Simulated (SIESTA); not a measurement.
The system is NiO.

```
Ni O
1.0
     0.00000    2.08590    2.08590
     2.08590    0.00000    2.08590
     2.08590    2.08590    0.00000
Ni O
1 1
Direct
  0.00000 0.00000 0.00000
  0.50000 0.50000 0.50000
```

Base run:

* Program: SIESTA 5.4.2
* Functional: PBE
* Potentials or basis: PseudoDojo 0.4 standard (PBE files)
* Basis: DZP (energy shift 0.003 Ry; two zetas on semicore shells)
* Grid cutoff: 800 Ry
* Energy shift: 0.003 Ry
* k mesh: 8 × 8 × 8
* Occupations: fermi-dirac, width 0.05 eV
* Spin: collinear spin, ferromagnetic start
* Starting moments: [1.0, 0.0] μB

Its results: band gap on the k mesh none (metal or under the smearing width); pressure -1.0 GPa; net moment 0.00 μB per cell.

Question: The run is repeated on the same cell with these changes: hubbard terms from none to Ni d U = 4 eV. What comes out?

Answer: Band gap on the k mesh 1.36 eV, indirect (least direct gap 2.29 eV); pressure 13.0 GPa; net moment 2.00 μB per cell; site moments Ni +1.73; O +0.27 μB.

The U term pushes filled and empty states of the shell apart.

Caveats: short orbitals over semicore shells can move pressures by several GPa; the basis of atomic orbitals isn't converged, which shifts pressures, moduli and gaps; semilocal functionals often make such compounds metallic where correlation or magnetic order opens a gap, which also shifts bond lengths (some runs); a cell with one magnetic atom can't hold antiferromagnetic order, which such compounds often take (some runs).

A k mesh can miss the band edges.
